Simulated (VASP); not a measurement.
## A VASP 6.6.1 single-point calculation on ZnS

INCAR

```
LREAL = .FALSE.
PREC = Accurate
EDIFF = 1E-7
ALGO = Normal
ISMEAR = 0
LDAUU = 3.0 0
NELM = 95
LASPH = .TRUE.
SIGMA = 0.2
NSW = 0
LDAUJ = 0 0
LDAUL = 2 -1
LWAVE = .FALSE.
ISIF = 2
LDAU = .TRUE.
NBANDS = 16
ENCUT = 520
LDAUTYPE = 2
LMAXMIX = 4
METAGGA = R2SCAN
LCHARG = .FALSE.
IBRION = -1
```

KPOINTS

```
KPOINTS created by Atomic Simulation Environment
0
Gamma
8 8 8
0 0 0
```

POSCAR

```
Zn S
 1.0000000000000000
     0.0000000000000000    2.5863223992000002    2.5863223992000002
     2.5863223992000002    0.0000000000000000    2.5863223992000002
     2.5863223992000002    2.5863223992000002    0.0000000000000000
 Zn  S
   1   1
Cartesian
  0.0000000000000000  0.0000000000000000  0.0000000000000000
  1.2931611996000003  1.2931611996000003  1.2931611996000003
```

The recommended PBE PAW datasets give the neutral cell 18 valence electrons.

Command

```
mpirun -np 1 vasp_std
```

OSZICAR

```
N       E                     dE             d eps       ncg     rms          rms(c)
DAV:   1     0.787338245814E+02    0.78734E+02   -0.93777E+03   936   0.145E+03
DAV:   2    -0.152565573878E+02   -0.93990E+02   -0.87894E+02  1048   0.279E+02
DAV:   3    -0.214547687194E+02   -0.61982E+01   -0.61751E+01  1136   0.703E+01
DAV:   4    -0.215109136046E+02   -0.56145E-01   -0.56135E-01  1136   0.694E+00
DAV:   5    -0.215113595463E+02   -0.44594E-03   -0.44593E-03  1176   0.574E-01    0.101E+01
DAV:   6    -0.185644142110E+02    0.29469E+01   -0.12526E+00  1056   0.324E+01    0.816E+00
DAV:   7    -0.185312323817E+02    0.33182E-01   -0.44643E-01  1144   0.112E+01    0.409E+00
DAV:   8    -0.185415763095E+02   -0.10344E-01   -0.34720E-02  1288   0.250E+00    0.118E+00
DAV:   9    -0.185407726551E+02    0.80365E-03   -0.85173E-03  1208   0.175E+00    0.180E-01
DAV:  10    -0.185408940339E+02   -0.12138E-03   -0.14373E-03  1040   0.581E-01    0.714E-02
DAV:  11    -0.185408936087E+02    0.42519E-06   -0.71122E-05  1232   0.103E-01    0.550E-02
DAV:  12    -0.185409040517E+02   -0.10443E-04   -0.28213E-05   976   0.502E-02    0.859E-03
DAV:  13    -0.185408967157E+02    0.73360E-05   -0.31268E-06  1368   0.541E-02    0.113E-02
DAV:  14    -0.185408963022E+02    0.41349E-06   -0.93816E-07  1152   0.183E-02    0.335E-03
DAV:  15    -0.185408975041E+02   -0.12019E-05   -0.10926E-06  1040   0.266E-02    0.906E-03
DAV:  16    -0.185408974244E+02    0.79657E-07   -0.45000E-08   544   0.246E-03
   1 F= -.18540897E+02 E0= -.18540897E+02  d E =-.599100E-10
```

From OUTCAR

```
k-points           NKPTS =     29   k-points in BZ     NKDIM =     29   number of bands    NBANDS=     16

   NELECT =      18.0000    total number of electrons

   dimension x,y,z NGX =    28 NGY =   28 NGZ =   28
   dimension x,y,z NGXF=    56 NGYF=   56 NGZF=   56

  energy-cutoff  :      520.00
  volume of cell :       34.60
      direct lattice vectors                 reciprocal lattice vectors
     0.000000000  2.586322399  2.586322399    -0.193324699  0.193324699  0.193324699
     2.586322399  0.000000000  2.586322399     0.193324699 -0.193324699  0.193324699
     2.586322399  2.586322399  0.000000000     0.193324699  0.193324699 -0.193324699

 k-points in reciprocal lattice and weights: KPOINTS created by Atomic Simulation Env
   0.00000000  0.00000000  0.00000000       0.002
   0.12500000  0.00000000  0.00000000       0.016
   0.25000000  0.00000000  0.00000000       0.016
   0.37500000  0.00000000  0.00000000       0.016
   0.50000000  0.00000000  0.00000000       0.008
   0.12500000  0.12500000  0.00000000       0.012
   0.25000000  0.12500000  0.00000000       0.047
   0.37500000  0.12500000  0.00000000       0.047
   ...

 E-fermi :   3.7495

 k-point     1 :       0.0000    0.0000    0.0000
  band No.  band energies     occupation
      1     -11.5379      2.00000
      2      -5.0758      2.00000
      3      -5.0758      2.00000
      4      -5.0758      2.00000
      5      -4.4170      2.00000
      6      -4.4170      2.00000
      7       2.9440      2.00000
      8       2.9440      2.00000
      9       2.9440      2.00000
     10       6.5095      0.00000
     11       9.9658      0.00000
     12       9.9659      0.00000
     13       9.9659      0.00000
     14      15.3155      0.00000
     15      15.3155      0.00000
     16      16.5509      0.00000

 k-point     2 :       0.1250    0.0000    0.0000
  band No.  band energies     occupation
      1     -11.3952      2.00000
      2      -5.0589      2.00000
      3      -5.0493      2.00000
      4      -5.0493      2.00000
      5      -4.4193      2.00000
      6      -4.4193      2.00000
      7       1.7703      2.00000
      8       2.7678      2.00000
      9       2.7678      2.00000
     10       7.2678      0.00000
     11       9.9602      0.00000
     12      10.2677      0.00000
     13      10.2679      0.00000
     14      14.6758      0.00000
     15      14.6758      0.00000
     16      17.2051      0.00000

 k-point     3 :       0.2500    0.0000    0.0000
  band No.  band energies     occupation
      1     -11.0221      2.00000
      2      -4.9903      2.00000
      3      -4.9903      2.00000
      4      -4.9546      2.00000
      5      -4.4170      2.00000
      6      -4.4169      2.00000
      7      -0.2541      2.00000
      8       2.3878      2.00000
      9       2.3878      2.00000
     10       7.5864      0.00000
     11      10.6407      0.00000
     12      10.6408      0.00000
     13      10.9919      0.00000
     14      14.5286      0.00000
     15      14.5286      0.00000
     16      16.3258      0.00000

 ...

  Total        2.3909651      2.3909651      2.3909651      0.0000000      0.0000000     -0.0000000
  in kB      110.7148421    110.7148421    110.7148421      0.0000000      0.0000000     -0.0000000
  external PRESSURE =     110.7148421 kB  Pullay stress =       0.0000000 kB

 POSITION                                       TOTAL-FORCE (eV/Angst)
 -----------------------------------------------------------------------------------
      0.00000      0.00000      0.00000        -0.000000     -0.000000     -0.000000
      1.29316      1.29316      1.29316         0.000000      0.000000      0.000000
 -----------------------------------------------------------------------------------
    total drift:                                0.000041      0.000041      0.000041

  FREE ENERGIE OF THE ION-ELECTRON SYSTEM (eV)
  ---------------------------------------------------
  free  energy   TOTEN  =       -18.5408974244 eV

  energy  without entropy=      -18.5408974244  energy(sigma->0) =      -18.54089742
```

It converged. Results: gap between bands v and c on the k mesh 3.50 eV; least direct gap on the k mesh 3.57 eV; pressure 11.1 GPa. Band v is the last that the valence electrons fill when counted band by band, and c is the next.

For comparison, a separate r²SCAN run of the intended cell, on usual settings and not on those above, gives a gap of 3.31 eV on its mesh and a pressure of 12.7 GPa.

The run above took about 71 s on one core of a shared host (Intel Xeon Platinum 8488C) and held 0.16 GiB at most.
